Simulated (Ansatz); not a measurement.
# HfO2: the dielectric function from several functionals

Aim: the dielectric function of HfO2 in the independent-particle picture, and how it depends on the functional and on the gap. The runs, in order: HSE06 for the gap; optics with PBE on 6×6×6; optics with r2SCAN on 6×6×6; optics with PBE and scissors to the HSE06 gap on 6×6×6; optics with PBE with spin-orbit coupling on 6×6×6.

Program: Ansatz 0.2.0. Level of theory: plane waves, PAW; no local fields, no excitons. These are calculated values, not measurements.

## 1. The system as given

The structure is cubic, space group Fm-3m (No. 225). Conventional cell: a = 5.058 Å, b = 5.058 Å, c = 5.058 Å, α = 90.00°, β = 90.00°, γ = 90.00°. Hf (site symmetry m-3m) has 8 O at 2.19 Å as nearest neighbours. O (site symmetry -43m) has 4 Hf at 2.19 Å as nearest neighbours.

Structure file:

```cif
data_structure
_symmetry_space_group_name_H-M 'P 1'
_symmetry_Int_Tables_number 1
_cell_length_a 3.5768
_cell_length_b 3.5768
_cell_length_c 3.5768
_cell_angle_alpha 60.000
_cell_angle_beta 60.000
_cell_angle_gamma 60.000
_cell_volume 32.36
loop_
_atom_site_label
_atom_site_type_symbol
_atom_site_fract_x
_atom_site_fract_y
_atom_site_fract_z
_atom_site_occupancy
Hf1 Hf 0.00000 0.00000 0.00000 1
O1 O 0.25000 0.25000 0.25000 1
O2 O 0.75000 0.75000 0.75000 1
```

Cell and atoms come from an earlier r2SCAN relaxation. Spin-orbit coupling, which matters for Hf, is in the runs so named alone.

## 2. The gap to aim at

Contents of input.yaml:

```yaml
crystal:
  lattice:
    - [0.0, 2.5291823181, 2.5291823181]
    - [2.5291823181, 0.0, 2.5291823181]
    - [2.5291823181, 2.5291823181, 0.0]
  atoms:
    - { symbol: Hf, position: [0.0, 0.0, 0.0] }
    - { symbol: O, position: [0.25, 0.25, 0.25] }
    - { symbol: O, position: [0.75, 0.75, 0.75] }
kpoints:
  mp_grid: { grid: [6, 6, 6] }
  band_path:
    path:
      - [0.0, 0.0, 0.0]
      - [0.5, 0.0, 0.5]
      - [0.625, 0.25, 0.625]
      - [0.375, 0.375, 0.75]
      - [0.5, 0.5, 0.5]
      - [0.5, 0.25, 0.75]
      - [0.0, 0.5, 0.5]
    npoints: 1
hamiltonian:
  xc: hse06
scf:
  occupations: { method: fixed }
  n_extra_bands: 4
output:
  forces: true
  stress: true
  eigenvalues: true
```

On the command line:

```bash
$ ansatz run input.yaml --threads 4 --pin off --max-ram 3686MiB --backend cpu --events-out ev --progress --plain --runs-dir out
```

The runs that follow: Optics, PBE; Optics, r2SCAN; Optics, PBE with a scissors shift; Optics, PBE with spin-orbit coupling.

Before running them: what should the planned runs give, taken together? Wanted: ε∞, PBE; ε∞, r2SCAN; ε∞, PBE with spin-orbit coupling; tallest peak of ε₂, PBE; tallest peak of ε₂, r2SCAN; tallest peak of ε₂, PBE with spin-orbit coupling; HSE06 direct gap.

As calculated:

| quantity | value |
| --- | --- |
| ε∞, PBE | 5.48 |
| ε∞, r2SCAN | 4.97 |
| ε∞, PBE + 1.61 eV scissors | 4.81 |
| ε∞, PBE with spin-orbit coupling | 5.33 |
| tallest peak of ε₂, PBE | 11.7 at 9.40 eV |
| tallest peak of ε₂, r2SCAN | 11.2 at 9.95 eV |
| tallest peak of ε₂, PBE + 1.61 eV scissors | 11.8 at 11.00 eV |
| tallest peak of ε₂, PBE with spin-orbit coupling | 11.6 at 9.40 eV |
| HSE06 direct gap | 5.41 eV |

**Reading.** From PBE to PBE + 1.61 eV scissors the direct gap grows from 3.80 to 5.41 eV, and ε∞ goes from 5.48 to 4.81: a wider gap screens less. Spin-orbit coupling moves the direct gap by +0.00 eV; ε∞ doesn't compare between these two runs, as the bands summed differ. Local fields and excitons are left out: both change ε∞, and without excitons the onset lacks its lines.
